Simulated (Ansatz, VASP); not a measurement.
**One calculation of BaTiO3, two programs**

INCAR

```
  PREC = Accurate
  ENCUT = 520
  EDIFF = 1E-8
  ISMEAR = -1
  SIGMA = 0.03
  LREAL = False
  LASPH = True
  NELM = 80
  ALGO = Normal
  ISIF = 2
  LWAVE = False
  LCHARG = False
  GGA = PE
  LEFG = True
  NBANDS = 28
```

The input KPOINTS:

```
Automatic mesh
0
Gamma
  7 7 7
```

File POSCAR:

```
BaTiO3
1.0
    3.9998000000      0.0000000000      0.0000000000
    0.0000000000      3.9998000000      0.0000000000
    0.0000000000      0.0000000000      4.0180000000
Ba Ti O
1 1 3
Direct
    0.0000000000      0.0000000000      0.0000000000
    0.5000000000      0.5000000000      0.5000000000
    0.5000000000      0.5000000000      0.0000000000
    0.5000000000      0.0000000000      0.5000000000
    0.0000000000      0.5000000000      0.5000000000
```

Input for Ansatz:

```yaml
crystal:
  lattice:
    - [3.9998, 0.0, 0.0]
    - [0.0, 3.9998, 0.0]
    - [0.0, 0.0, 4.018]
  atoms:
    - { symbol: Ba, position: [0.0, 0.0, 0.0] }
    - { symbol: Ti, position: [0.5, 0.5, 0.5] }
    - { symbol: O, position: [0.5, 0.5, 0.0] }
    - { symbol: O, position: [0.5, 0.0, 0.5] }
    - { symbol: O, position: [0.0, 0.5, 0.5] }
kpoints:
  mp_grid: { grid: [7, 7, 7] }
  band_path:
    path:
      - [0.0, 0.0, 0.0]
      - [0.0, 0.5, 0.0]
      - [0.5, 0.5, 0.0]
      - [0.0, 0.0, 0.0]
      - [0.0, 0.0, 0.5]
      - [0.0, 0.5, 0.5]
      - [0.5, 0.5, 0.5]
      - [0.0, 0.0, 0.5]
      - [0.0, 0.5, 0.0]
    npoints: 14
scf:
  occupations: { method: fermi_dirac, width: 0.03 }
hamiltonian:
  xc: pbe
  pseudopotentials: { kind: paw }
output:
  forces: true
  stress: true
  eigenvalues: true
  efg: { contact_densities: true }
  populations: true
  bader: true
  dos: { projected: true, de: 0.2, e_range: [-14, 8] }
  write_density: true
  write_potential: true
  elf: true
  volumetric_format: npy
```

Alike in both runs: task electric field gradients; functional PBE; k mesh 7 × 7 × 7; occupations fermi-dirac, width 0.03 eV; no spin polarisation.

|  | VASP | Ansatz |
| --- | --- | --- |
| version | VASP 6.6.1 | Ansatz 0.2.0 |
| potentials or method | VASP PAW PBE potentials, release 64 (Ba_sv, Ti_sv, O) | PAW with Ansatz's default frozen-core files, scalar-relativistic |
| plane-wave cutoff (eV) | 520 | 420 |
| valence electrons in the cell | 40 | 40 |

```tsv
	VASP	Ansatz	Ansatz less VASP
gap on the k mesh at the Fermi level (eV)	1.80	1.86	+0.067
pressure (GPa)	3.4	1.7	-1.77
largest component of the traceless stress (GPa)	0.58	0.57	-0.020
Vzz of the field gradient on the site that differs most (V/Å²)	24.4	25.3	+0.92
```

Ansatz warned: «gradients_without_spin_orbit».

Caveats: spin-orbit coupling is left out, which moves the levels of the heavy elements; an odd mesh through Γ misses points on the zone boundary, where band edges often lie.
